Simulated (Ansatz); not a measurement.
# Zn vacancy in ZnO

Computed with the plane-wave PAW code Ansatz (scalar-relativistic, PAW set soft_2): PBEsol, collinear spin, 420 eV cutoff, k-mesh 2×2×2 shifted by half a step.

The relaxed host crystal (Kohn–Sham gap 0.70 eV over the whole zone):

```xyz
4
Lattice="3.2305 0.0000 0.0000 -1.6153 2.7977 0.0000 0.0000 0.0000 5.2139" Properties=species:S:1:pos:R:3 pbc="T T T"
Zn    1.6153    0.9326    2.6103
Zn    0.0000    1.8651    0.0033
O     1.6153    0.9326    4.5866
O     0.0000    1.8651    1.9796
```

Supercell of 36 atoms, rows of the matrix [[1,2,1],[-2,-1,1],[1,-1,1]] times the cell vectors; Zn vacancy at (0.667, 0.333, 0.501) in fractions of the cell above. Atoms are relaxed at the host's cell, from a start shaken by 0.03 Å near the defect; charged cells sit in a uniform background.

Distances from the empty Zn site (Å), by shell of the perfect crystal:

```
shell      perfect crystal             charge 0            charge -1            charge -2
  4 O                 1.97  2.17 (2.13 to 2.28)  2.17 (2.12 to 2.31)  2.15 (2.09 to 2.32)
12 Zn  3.22 (3.21 to 3.23)  3.19 (3.16 to 3.21)  3.19 (3.15 to 3.21)  3.18 (3.14 to 3.22)
  1 O                 3.24                 3.25                 3.26                 3.27
```

```
charge  moment of the cell (μB)  gap of the cell on the mesh (eV)                                carriers
     0                     1.23                              0.00  in a band of the host or near its edge
    -1                     1.00                              0.00  in a band of the host or near its edge
    -2                     0.00                              1.88                       none in the bands
```

On this mesh the host's own supercell has a gap of 1.98 eV.

Question: What do these numbers say about the valence and the carriers?

Answer: At charges 0 and -1 a carrier lies in a band of the host or at its edge (levels aligned by the semicore states), so it isn't shown to be bound to the defect (semilocal functionals spread carriers too far and can miss a bound one), and no level is taken from those states.

No formation energy is given, since the neutral cell holds a carrier in a band.

Relaxed cell at charge -2:

```
ZnO V_Zn charge -2
1.0
     0.0000    5.5954    5.2139
    -4.8458   -2.7977    5.2139
     4.8458   -2.7977    5.2139
Zn O
17 18
Direct
  0.6050 0.6109 0.2830
  0.2767 0.2830 0.9391
  0.2768 0.9391 0.2831
  0.6050 0.2831 0.6108
  0.9490 0.6108 0.9392
  0.9426 0.2767 0.2767
  0.6019 0.9360 0.9360
  0.9490 0.9391 0.6108
  0.2239 0.5580 0.2291
  0.5555 0.5562 0.8895
  0.2239 0.2291 0.5580
  0.2221 0.8896 0.8895
  0.5531 0.2199 0.2198
  0.8951 0.5580 0.5579
  0.8858 0.2199 0.8872
  0.5556 0.8896 0.5561
  0.8858 0.8873 0.2198
  0.4251 0.7592 0.7592
  0.7378 0.7369 0.4039
  0.4028 0.4040 0.0718
  0.4028 0.0718 0.4040
  0.7377 0.4040 0.7368
  0.0699 0.7369 0.0718
  0.0678 0.4018 0.4018
  0.7333 0.0674 0.0673
  0.0699 0.0718 0.7368
  0.3525 0.6866 0.3329
  0.6873 0.6785 0.0215
  0.3525 0.3328 0.6867
  0.3443 0.0215 0.0215
  0.6812 0.3461 0.3460
  0.9986 0.6867 0.6867
  0.0120 0.3461 0.0152
  0.6874 0.0215 0.6784
  0.0120 0.0152 0.3461
```

Caveats: at charge -2: net starting moment lost; semilocal functionals make gaps too small, which shifts levels too; small supercell, so energies and levels can be off by tenths of an eV; one random start near the defect, so other minima are possible.

The vacancy opens outward in all three charge states: the four nearest O atoms move from 1.97 Å to 2.15–2.17 Å, while the surrounding Zn shell contracts slightly on average. With the central cation gone, the O atoms lose a bonding partner and are drawn towards their remaining Zn neighbours, and the Zn shell no longer feels that cation's repulsion. The near-constant mean O distance suggests that the added electrons mostly fill spread-out O 2p states rather than a dangling bond on one atom.

At charge -2 the acceptor states are full, which accounts for the zero moment and the open gap. The moment of 1.00 μB at charge -1 fits one spin-polarised hole, but doesn't show where it sits. The fractional 1.23 μB of the neutral cell points to partly filled bands, unlike the localised O 2p holes known for this deep acceptor, probably because self-interaction penalises their localisation. The results therefore support the vacancy's role as a double acceptor, but not shallow acceptor behaviour or p-type conduction.
